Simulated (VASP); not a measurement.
# Pt in VASP: a series of runs

One slab, Pt, is run at these levels: PBE; tasks: single point.

All numbers are computed with VASP 6.6.1; they aren't measurements. Logs are shortened: lines on timing, memory, paths and dates and some standing lists are left out, and cuts for length are marked.

### Step 1. The structure

The cell holds a slab with vacuum, 8 atoms: a = 2.769 Å, b = 3.916 Å, c = 24.691 Å, α = 90.00°, β = 90.00°, γ = 90.00°.

The slab is cut from a database's or a generator's crystal, which needn't be the stable form of the element.

### Step 2. Single point, PBE

File INCAR:

```
PREC = Accurate
ENCUT = 400
EDIFF = 1E-7
ISMEAR = 1
SIGMA = 0.1
LREAL = F
LASPH = T
NELM = 120
ALGO = Normal
ISIF = 2
LWAVE = F
LCHARG = F
LDIPOL = T
IDIPOL = 3
DIPOL = 0.5 0.5 0.500
GGA = PE
NBANDS = 56
LVHAR = T
LVACPOTAV = T
```

File KPOINTS:

```
Automatic mesh
0
Gamma
  10 7 1
```

File POSCAR:

```
Pt
1.0
    2.7688887338      0.0000000000      0.0000000000
    0.0000000000      3.9158000000      0.0000000000
    0.0000000000      0.0000000000     24.6911105682
Pt
8
Direct
    0.5000000000      0.5000000000      0.3037530442
    0.0000000000      0.0000000000      0.3598236030
    0.5000000000      0.5000000000      0.4158941618
    0.0000000000      0.0000000000      0.4719647206
    0.5000000000      0.5000000000      0.5280352794
    0.0000000000      0.0000000000      0.5841058382
    0.5000000000      0.5000000000      0.6401763970
    0.0000000000      0.0000000000      0.6962469558
```

Potentials or basis: VASP PAW PBE potentials, release 64 (Pt).

Command:

```console
cat potpaw_PBE.64/Pt/POTCAR > POTCAR
mpirun -np 1 vasp_std > vasp.out
```

OUTCAR:

```text
PREC = Accurate
   ENCUT = 400
   EDIFF = 1E-7
   ISMEAR = 1
   LREAL = F
   LASPH = T
   NELM = 120
   ISIF = 2
   GGA = PE

 Found     24 irreducible k-points:

 Following reciprocal coordinates:
            Coordinates               Weight
  0.000000  0.000000  0.000000      1.000000
  0.100000  0.000000  0.000000      2.000000
  0.200000  0.000000  0.000000      2.000000
  0.300000  0.000000  0.000000      2.000000
  0.400000  0.000000  0.000000      2.000000
  0.500000  0.000000  0.000000      1.000000
   k-points           NKPTS =     24   k-points in BZ     NKDIM =     24   number of bands    NBANDS=     56
   number of dos      NEDOS =    301   number of ions     NIONS =      8
   total plane-waves  NPLWV =  81648
   dimension x,y,z NGX =    18 NGY =   28 NGZ =  162
   dimension x,y,z NGXF=    36 NGYF=   56 NGZF=  324
   ions per type =               8
   NGX,Y,Z   is equivalent  to a cutoff of  10.81, 11.89, 10.91 a.u.
   NGXF,Y,Z  is equivalent  to a cutoff of  21.61, 23.77, 21.82 a.u.
 SYSTEM =  unknown system
   PREC   = accura    normal or accurate (medium, high low for compatibility)
   ISTART =      0    job   : 0-new  1-cont  2-samecut
   ICHARG =      2    charge: 1-file 2-atom 10-const
   ISPIN  =      1    spin polarized calculation?
   LNONCOLLINEAR =      F non collinear calculations
   LSORBIT =      F    spin-orbit coupling
   LASPH  =      T    aspherical Exc in radial PAW
   ENCUT  =  400.0 eV  29.40 Ry    5.42 a.u.   4.52  6.39 40.26*2*pi/ulx,y,z
   NELM   =    120;   NELMIN=  2; NELMDL= -5     # of ELM steps
   EDIFF  = 0.1E-06   stopping-criterion for ELM
   LREAL  =      F    real-space projection
   EDIFFG = 0.1E-05   stopping-criterion for IOM
   NSW    =      0    number of steps for IOM
   IBRION =     -1    ionic relax: 0-MD 1-quasi-New 2-CG
   NFREE  =      0    steps in history (QN), initial steepest desc. (CG)
   ISIF   =      2    stress and relaxation
   ISYM   =      2    0-nonsym 1-usesym 2-fastsym
   POTIM  = 0.5000    time-step for ionic-motion
   TEBEG  =    0.0;   TEEND  =   0.0 temperature during run
   PSTRESS=    0.0 pullay stress
   NELECT =      80.0000    total number of electrons
   NUPDOWN=      -1.0000    fix difference up-down
   EMIN   =  10.00;   EMAX   =-10.00  energy-range for DOS
   EFERMI =   0.00;   METHOD = LEGACY
   ISMEAR =     1;   SIGMA  =   0.10  broadening in eV -4-tet -1-fermi 0-gaus
   EFERMI_NEDOS =   21; number of points for ismear=-14 and -15
   IALGO  =     38    algorithm
   IMIX   =      4    mixing-type and parameters
     AMIX     =   0.40;   BMIX     =  1.00
     AMIX_MAG =   1.60;   BMIX_MAG =  1.00
  volume/ion in A,a.u.               =      33.46       225.83
  Fermi-wavevector in a.u.,A,eV,Ry     =   1.094500  2.068306 16.298844  1.197931
  Thomas-Fermi vector in A             =   2.230806
   LORBIT       =      0    0 simple, 1 ext, 2 COOP (PROOUT), +10 PAW based schemes
   GGA     = PE    functional components
   LHFCALC =     F    Hartree Fock is set to
   AEXX    =    0.0000 exact exchange contribution
   IVDW    =     0    specifies the selected vdW correction
   LEPSILON=     F    determine dielectric tensor
   LRPA    =     F    only Hartree local field effects (RPA)
 non-spin polarized calculation
 Methfessel and Paxton  Order N= 1 SIGMA  =   0.10
  energy-cutoff  :      400.00
  volume of cell :      267.71
 maximum number of plane-waves:      4907
   NGX =  9   NGY = 13   NGZ = 81

 number of electron      80.0000005 magnetization

 dipolmoment           0.000000      0.000000      0.000000 electrons x Angstroem

 Free energy of the ion-electron system (eV)
  ---------------------------------------------------
  ext. energy  EPLUGINS =         0.00000000
  ---------------------------------------------------
  free energy    TOTEN  =       -45.99583860 eV

  energy without entropy =      -45.98255012  energy(sigma->0) =      -45.99140911

 E-fermi :   2.0804     XC(G=0):  -6.8988

 val. band max:        2.0771840628   @ k =   0.0000   0.4286   0.0000
 cond. band min:       2.0820257641   @ k =   0.0000   0.1429   0.0000
 fundamental gap:      0.0048417013
 Fermi energy:         2.0804320411

 k-point     1 :       0.0000    0.0000    0.0000
  band No.  band energies     occupation
      1      -7.7695      2.00000
      2      -6.6834      2.00000
      3      -5.2572      2.00000
      4      -4.7673      2.00000
      5      -4.2988      2.00000
      6      -4.2186      2.00000
[... 44 lines left out ...]
     51       7.4850      0.00000
     52       8.8388      0.00000

 k-point     2 :       0.1000    0.0000    0.0000
  band No.  band energies     occupation
      1      -7.5040      2.00000
      2      -6.4336      2.00000
      3      -5.0455      2.00000
      4      -4.5528      2.00000
      5      -4.1492      2.00000
      6      -3.9802      2.00000
[... 44 lines left out ...]
     51       7.8031      0.00000
     52       9.0459      0.00000

 k-point     3 :       0.2000    0.0000    0.0000
  band No.  band energies     occupation
      1      -6.7579      2.00000
      2      -5.7699      2.00000
      3      -4.6235      2.00000
      4      -4.1135      2.00000
      5      -3.7617      2.00000
      6      -3.6416      2.00000
[... 44 lines left out ...]
     51       9.0912      0.00000
     52       9.1370      0.00000

 k-point     4 :       0.3000    0.0000    0.0000
  band No.  band energies     occupation
      1      -5.6851      2.00000
      2      -4.9834      2.00000
      3      -4.5098      2.00000
      4      -4.1617      2.00000
      5      -3.8414      2.00000
      6      -3.8298      2.00000
[... 44 lines left out ...]
     51       9.3076      0.00000
     52       9.7396      0.00000

 k-point     5 :       0.4000    0.0000    0.0000
  band No.  band energies     occupation
      1      -4.7062      2.00000
      2      -4.6959      2.00000
      3      -4.5381      2.00000
      4      -4.2560      2.00000
      5      -4.2178      2.00000
      6      -4.2107      2.00000
[... 44 lines left out ...]
     51      10.1770      0.00000
     52      10.4828      0.00000

 k-point     6 :       0.5000    0.0000    0.0000
  band No.  band energies     occupation
      1      -4.7844      2.00000
      2      -4.7844      2.00000
      3      -4.3483      2.00000
      4      -4.3483      2.00000
      5      -4.1246      2.00000
      6      -4.1246      2.00000
[... 44 lines left out ...]
     51      11.1192      0.00000
     52      11.1192      0.00000

 [... further k-points ...]

 [bands above 52 left out]

------------------------ aborting loop because EDIFF is reached ----------------------------------------

  FORCE on cell =-STRESS in cart. coord.  units (eV):
  Direction    XX          YY          ZZ          XY          YZ          ZX
  --------------------------------------------------------------------------------------
  -------------------------------------------------------------------------------------
  Total       -0.6884959      2.3706003      3.9088580      0.0000000      0.0000000      0.0000000
  in kB       -4.1204561     14.1873828     23.3934270      0.0000000      0.0000000      0.0000000
  external PRESSURE =      11.1534512 kB  Pullay stress =       0.0000000 kB

 VOLUME and BASIS-vectors are now :
 -----------------------------------------------------------------------------
  energy-cutoff  :      400.00
  volume of cell :      267.71
      direct lattice vectors                 reciprocal lattice vectors
     2.768888734  0.000000000  0.000000000     0.361155718  0.000000000  0.000000000
     0.000000000  3.915800000  0.000000000     0.000000000  0.255375658  0.000000000
     0.000000000  0.000000000 24.691110568     0.000000000  0.000000000  0.040500406

 POSITION                                       TOTAL-FORCE (eV/Angst)
 -----------------------------------------------------------------------------------
      1.38444      1.95790      7.50000         0.000000      0.000000      0.414794
      0.00000      0.00000      8.88444         0.000000      0.000000     -1.165920
      1.38444      1.95790     10.26889         0.000000      0.000000     -0.019337
      0.00000      0.00000     11.65333         0.000000      0.000000      0.086319
      1.38444      1.95790     13.03778         0.000000      0.000000     -0.086319
      0.00000      0.00000     14.42222         0.000000      0.000000      0.019337
      1.38444      1.95790     15.80667         0.000000      0.000000      1.165920
      0.00000      0.00000     17.19111         0.000000      0.000000     -0.414794
 -----------------------------------------------------------------------------------
    total drift:                                0.000000      0.000000      0.000000

  FREE ENERGIE OF THE ION-ELECTRON SYSTEM (eV)
  ---------------------------------------------------
  free  energy   TOTEN  =       -45.9958385970 eV

  energy  without entropy=      -45.9825501227  energy(sigma->0) =      -45.99140911

 vacuum level on the upper side and lower side of the slab         7.442         7.442
```

Run time: 3.6 min. Hardware: 1 thread of Intel Xeon 6975P-C (Granite Rapids), shared host; peak memory 0.36 GiB.

These settings aren't checked as converged: the numbers below hold their error.

What came out:

| Item | Value |
| --- | --- |
| Free energy | -45.9958 eV |
| Largest force | 1.166 eV/Å |
| Band gap on the k mesh | none (metal or under the smearing width) |
| Work function of the upper face | 5.36 eV |
| Work function of the lower face | 5.36 eV |

[end of part 1 of 2]
